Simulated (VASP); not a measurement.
# TiC (Fm-3m) in VASP: band structure with PBEsol

Aim: the band structure of TiC with PBEsol.

Everything below comes from runs of VASP 6.6.1. Logs are shortened: lines on timing, memory, paths and dates and some standing lists are left out, and cuts for length are marked.

**1. Starting point**

Symmetry: Fm-3m, No. 225, cubic system. Conventional cell: a = 4.294 Å, b = 4.294 Å, c = 4.294 Å, α = 90.00°, β = 90.00°, γ = 90.00°. Ti (site symmetry m-3m) is surrounded by 6 C at 2.15 Å. C (site symmetry m-3m) is surrounded by 6 Ti at 2.15 Å.

**2. Band structure, PBEsol**

File INCAR:

```
ALGO     = Fast           # electronic algorithm
EDIFF    = 1E-6           # SCF threshold, eV
ENCUT    = 520            # plane-wave cutoff, eV
GGA      = PS             # functional
ICORELEVEL= 1            
ISIF     = 2              # what is computed and relaxed
ISMEAR   = 1              # smearing method
LASPH    = True           # aspherical terms in the spheres
LCHARG   = False          # write CHGCAR
LMAXMIX  = 4              # l up to which the mixer works
LREAL    = False          # projectors in reciprocal space
LWAVE    = False          # write WAVECAR
NBANDS   = 15             # bands
NELM     = 80             # most SCF steps
PREC     = Accurate       # precision mode
SIGMA    = 0.1            # smearing width, eV
```

File KPOINTS:

```
k-points
0
Gamma
  14 14 14
```

File POSCAR:

```
TiC                                     
1.0
    0.0000000000      2.1471057723      2.1471057723
    2.1471057723      0.0000000000      2.1471057723
    2.1471057723      2.1471057723      0.0000000000
  Ti              C             
     1     1
Direct
     0.0000000000000000    0.0000000000000000    0.0000000000000000
     0.5000000000000000    0.5000000000000000    0.5000000000000000
```

File KPOINTS_OPT:

```
explicit points
209
Reciprocal
 0.0000000000  0.0000000000  0.0000000000 1
 0.0263157895  0.0000000000  0.0263157895 1
 0.0526315789  0.0000000000  0.0526315789 1
 0.0789473684  0.0000000000  0.0789473684 1
 0.1052631579  0.0000000000  0.1052631579 1
 0.1315789474  0.0000000000  0.1315789474 1
[... 201 lines left out ...]
 0.4250000000  0.0000000000  0.4250000000 1
 0.4500000000  0.0000000000  0.4500000000 1
```

Potentials or basis: VASP PAW PBE potentials, release 64 (Ti_sv, C).

The run is started by

```
$ cat potpaw_PBE.64/Ti_sv/POTCAR potpaw_PBE.64/C/POTCAR > POTCAR
$ mpirun -np 1 vasp_std > vasp.out
```

OUTCAR:

```text
EDIFF = 1E-6
   ENCUT = 520
   GGA = PS
   ISIF = 2
   ISMEAR = 1
   LASPH = True
   LREAL = False
   NELM = 80
   PREC = Accurate

 ion  position               nearest neighbor table
   1  0.000  0.000  0.000-   2 2.15   2 2.15   2 2.15   2 2.15   2 2.15   2 2.15
   2  0.500  0.500  0.500-   1 2.15   1 2.15   1 2.15   1 2.15   1 2.15   1 2.15

  LATTYP: Found a face centered cubic cell.
 ALAT       =     4.2942115446

  Lattice vectors:

 A1 = (   0.0000000000,   2.1471057723,   2.1471057723)
 A2 = (   2.1471057723,   0.0000000000,   2.1471057723)
 A3 = (   2.1471057723,   2.1471057723,   0.0000000000)

Analysis of symmetry for initial positions (statically):
=====================================================================
 Subroutine PRICEL returns:
 Original cell was already a primitive cell.

 Routine SETGRP: Setting up the symmetry group for a
 face centered cubic supercell.

 Subroutine GETGRP returns: Found 48 space group operations
 (whereof 48 operations were pure point group operations)
 out of a pool of 48 trial point group operations.

The static configuration has the point symmetry O_h .

Analysis of symmetry for dynamics (positions and initial velocities):
=====================================================================
 Subroutine PRICEL returns:
 Original cell was already a primitive cell.

 Routine SETGRP: Setting up the symmetry group for a
 face centered cubic supercell.

 Subroutine GETGRP returns: Found 48 space group operations
 (whereof 48 operations were pure point group operations)
 out of a pool of 48 trial point group operations.

The dynamic configuration has the point symmetry O_h .

 Subroutine INISYM returns: Found 48 space group operations
 (whereof 48 operations are pure point group operations),
 and found     1 'primitive' translations

----------------------------------------------------------------------------------------

                                     Primitive cell

  volume of cell :      19.7966

  direct lattice vectors                    reciprocal lattice vectors
     0.000000000  2.147105772  2.147105772    -0.232871620  0.232871620  0.232871620
     2.147105772  0.000000000  2.147105772     0.232871620 -0.232871620  0.232871620
     2.147105772  2.147105772  0.000000000     0.232871620  0.232871620 -0.232871620

  length of vectors
     3.036466103  3.036466103  3.036466103     0.403345478  0.403345478  0.403345478

  position of ions in fractional coordinates (direct lattice)
     0.000000000  0.000000000  0.000000000
     0.500000000  0.500000000  0.500000000
[... 86 lines left out ...]
   TEBEG  =    0.0;   TEEND  =   0.0 temperature during run
   PSTRESS=    0.0 pullay stress
   NELECT =      16.0000    total number of electrons
   NUPDOWN=      -1.0000    fix difference up-down
   EMIN   =  10.00;   EMAX   =-10.00  energy-range for DOS
   EFERMI =   0.00;   METHOD = LEGACY
   ISMEAR =     1;   SIGMA  =   0.10  broadening in eV -4-tet -1-fermi 0-gaus
   EFERMI_NEDOS =   21; number of points for ismear=-14 and -15
   IALGO  =     68    algorithm
   IMIX   =      4    mixing-type and parameters
     AMIX     =   0.40;   BMIX     =  1.00
     AMIX_MAG =   1.60;   BMIX_MAG =  1.00
  volume/ion in A,a.u.               =       9.90        66.80
  Fermi-wavevector in a.u.,A,eV,Ry     =   1.524935  2.881710 31.639360  2.325427
  Thomas-Fermi vector in A             =   2.633174
   LORBIT       =      0    0 simple, 1 ext, 2 COOP (PROOUT), +10 PAW based schemes
   GGA     = PS    functional components
   LHFCALC =     F    Hartree Fock is set to
   AEXX    =    0.0000 exact exchange contribution
   IVDW    =     0    specifies the selected vdW correction
   LEPSILON=     F    determine dielectric tensor
   LRPA    =     F    only Hartree local field effects (RPA)
 non-spin polarized calculation
 RMM-DIIS sequential band-by-band and
 Methfessel and Paxton  Order N= 1 SIGMA  =   0.10
  energy-cutoff  :      520.00
  volume of cell :       19.80
 maximum number of plane-waves:       545
   NGX = 11   NGY = 11   NGZ = 11

 number of electron      16.0000003 magnetization

 Free energy of the ion-electron system (eV)
  ---------------------------------------------------
  ext. energy  EPLUGINS =         0.00000000
  ---------------------------------------------------
  free energy    TOTEN  =       -19.80183270 eV

  energy without entropy =      -19.80187961  energy(sigma->0) =      -19.80184834

 the core state eigenenergies are
   1-  1s  -4852.7796  2s   -521.5333  2p   -428.8109
   2-  1s   -255.1917

 E-fermi :   9.6085     XC(G=0): -12.9947

 val. band max:        9.6084969798   @ k =   0.5000   0.5000   0.0000
 cond. band min:       9.6647421838   @ k =   0.4286   0.3571   0.0000
 fundamental gap:      0.0562452040
 Fermi energy:         9.6085106361

 k-point     1 :       0.0000    0.0000    0.0000
  band No.  band energies     occupation
      1     -46.6467      2.00000
      2     -22.7590      2.00000
      3     -22.7590      2.00000
      4     -22.7590      2.00000
      5      -2.8789      2.00000
      6      10.2803     -0.00000
      7      10.2803     -0.00000
      8      10.2803     -0.00000
      9      11.3473     -0.00000
     10      11.3473     -0.00000
     11      11.3473     -0.00000
     12      11.3895     -0.00000
     13      11.3895     -0.00000
     14      20.4710      0.00000
[... 401 lines left out ...]
      2     -23.0343      2.00000
      3     -22.8267      2.00000
      4     -22.8173      2.00000
      5      -1.3732      2.00000
      6       6.3725      2.00000
      7       7.9041      2.00000
      8       8.4704      2.00000
      9      10.4242     -0.00000
     10      11.9811      0.00000
     11      13.1334      0.00000
     12      14.2916      0.00000
     13      16.2282      0.00000
     14      22.0102      0.00000
     15      24.1140      0.00000

 [... further k-points ...]
[... 5 lines left out ...]
  --------------------------------------------------------------------------------------
  -------------------------------------------------------------------------------------
  Total        0.0117406      0.0117406      0.0117406      0.0000000      0.0000000     -0.0000000
  in kB        0.9501864      0.9501864      0.9501864      0.0000000      0.0000000     -0.0000000
  external PRESSURE =       0.9501864 kB  Pullay stress =       0.0000000 kB

 VOLUME and BASIS-vectors are now :
 -----------------------------------------------------------------------------
  energy-cutoff  :      520.00
  volume of cell :       19.80
      direct lattice vectors                 reciprocal lattice vectors
     0.000000000  2.147105772  2.147105772    -0.232871620  0.232871620  0.232871620
     2.147105772  0.000000000  2.147105772     0.232871620 -0.232871620  0.232871620
     2.147105772  2.147105772  0.000000000     0.232871620  0.232871620 -0.232871620

 POSITION                                       TOTAL-FORCE (eV/Angst)
 -----------------------------------------------------------------------------------
      0.00000      0.00000      0.00000         0.000000     -0.000000      0.000000
      2.14711      2.14711      2.14711        -0.000000      0.000000     -0.000000
 -----------------------------------------------------------------------------------
    total drift:                                0.000000     -0.000000     -0.000000

  FREE ENERGIE OF THE ION-ELECTRON SYSTEM (eV)
  ---------------------------------------------------
  free  energy   TOTEN  =       -19.8018326975 eV

  energy  without entropy=      -19.8018796132  energy(sigma->0) =      -19.80184834
```

OSZICAR:

```text
N       E                     dE             d eps       ncg     rms          rms(c)
DAV:   1     0.115617830470E+03    0.11562E+03   -0.80524E+03  3128   0.127E+03
DAV:   2    -0.177444691055E+02   -0.13336E+03   -0.12507E+03  3372   0.336E+02
DAV:   3    -0.249344581396E+02   -0.71900E+01   -0.70757E+01  4075   0.759E+01
[... 40 lines left out ...]
DAV:  10    -0.199388666092E+05   -0.14513E-06     2092
       N       E                     dE             ncg
DAV:   1     0.746236433526E+05   -0.70175E+03       30
DAV:   2     0.745125666708E+05   -0.11108E+03       30
DAV:   3     0.745073199476E+05   -0.52467E+01       44
DAV:   4     0.745071682872E+05   -0.15166E+00       30
DAV:   5     0.745071664064E+05   -0.18809E-02       37
DAV:   6     0.745071663683E+05   -0.38018E-04       30
DAV:   7     0.745071663673E+05   -0.10027E-05       44
DAV:   8     0.745071663673E+05   -0.25058E-07       22
```

stdout:

```text
POSCAR found type information on POSCAR TiC
 POSCAR found :  2 types and       2 ions
 scaLAPACK will be used
 -----------------------------------------------------------------------------
|                                                                             |
|                                                                             |
|     You enforced a specific xc type in the INCAR file but a different       |
|     I HOPE YOU KNOW WHAT YOU ARE DOING!                                     |
|                                                                             |
 -----------------------------------------------------------------------------

 LDA part: xc-table for (Slater+PW92), standard interpolation
 POSCAR, INCAR and KPOINTS ok, starting setup
 FFT: planning ... GRIDC
 FFT: planning ... GRID_SOFT
 FFT: planning ... GRID
 WAVECAR not read
 entering main loop
WARNING in EDDRMM: call to ZHEGV failed, returncode =   6  3     11
WARNING in EDDRMM: call to ZHEGV failed, returncode =   8  4      6
WARNING in EDDRMM: call to ZHEGV failed, returncode =   6  3      2
 Start KPOINTS_OPT (optional k-point list driver)
k-point batch [1-104\209]
k-point batch [105-208\209]
k-point batch [209-209\209]
```

Run time: 49 s. Hardware: 1 thread of Intel Xeon Platinum 8488C (Sapphire Rapids), shared host; peak memory 0.17 GiB.

Results:

```yaml
Free_energy: -19.8018 eV
Pressure: 0.1 GPa
Band_gap_along_the_path: none (metal or under the smearing width)
```

Levels at the corners of the path, in eV from the Fermi level:
```tsv
point	band 5	band 6	band 7	band 8	band 9	band 10	band 11	band 12
Γ	-12.49	0.67	0.67	0.67	1.74	1.74	1.74	1.78
X	-10.16	-3.46	-1.75	0.00	0.00	2.83	3.65	3.65
X	-10.16	-3.46	-1.75	0.00	0.00	2.83	3.65	3.65
W	-9.52	-3.21	-3.21	-2.77	2.88	2.88	3.66	5.38
W	-9.52	-3.21	-3.21	-2.77	2.88	2.88	3.66	5.38
K	-9.60	-3.57	-3.40	-1.75	1.49	3.25	3.97	5.64
K	-9.60	-3.57	-3.40	-1.75	1.49	3.25	3.97	5.64
Γ	-12.49	0.67	0.67	0.67	1.74	1.74	1.74	1.78
Γ	-12.49	0.67	0.67	0.67	1.74	1.74	1.74	1.78
L	-8.84	-5.99	-2.98	-2.98	3.02	3.02	4.26	8.30
L	-8.84	-5.99	-2.98	-2.98	3.02	3.02	4.26	8.30
U	-9.60	-3.57	-3.40	-1.75	1.49	3.25	3.97	5.64
U	-9.60	-3.57	-3.40	-1.75	1.49	3.25	3.97	5.64
W	-9.52	-3.21	-3.21	-2.77	2.88	2.88	3.66	5.38
W	-9.52	-3.21	-3.21	-2.77	2.88	2.88	3.66	5.38
L	-8.84	-5.99	-2.98	-2.98	3.02	3.02	4.26	8.30
L	-8.84	-5.99	-2.98	-2.98	3.02	3.02	4.26	8.30
K	-9.60	-3.57	-3.40	-1.75	1.49	3.25	3.97	5.64
U	-9.60	-3.57	-3.40	-1.75	1.49	3.25	3.97	5.64
X	-10.16	-3.46	-1.75	0.00	0.00	2.83	3.65	3.65
```

Core levels (eV, on the scale of the bands):
| atom | levels |
| --- | --- |
| 1 Ti | 1s -4852.8, 2s -521.5, 2p -428.8 |
| 2 C | 1s -255.2 |

Caveat: the PAW data sets were made with another functional, which shifts forces and pressure a little.
